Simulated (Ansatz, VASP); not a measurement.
## Two plane-wave programs on V

```
V
1.0
     2.66645    0.00000    0.00000
    -1.33323    2.30921    0.00000
     0.00000    0.00000    4.76672
V
2
Direct
  0.33333 0.66667 0.25000
  0.66667 0.33333 0.75000
```

Alike in both runs: task single point; functional revPBE; k mesh 15 × 15 × 8; occupations fermi-dirac, width 0.1 eV; no spin polarisation.

|  | VASP | Ansatz |
| --- | --- | --- |
| version | VASP 6.6.1 | Ansatz 0.2.0 |
| potentials or method | VASP PAW PBE potentials, release 64 (V_sv) | plane waves (420 eV) with PAW, scalar-relativistic |
| plane-wave cutoff (eV) | 520 | 420 |
| valence electrons in the cell | 26 | 26 |

```csv
,VASP,Ansatz,Ansatz less VASP
pressure (GPa),-5.7,-5.9,-0.22
largest component of the traceless stress (GPa),0.08,0.08,+0.006
```

The functional is the same, so the differences come from potentials, cutoffs and numerics.

Caveats: the PAW data sets were made with another functional, which shifts forces and pressure a little (VASP).
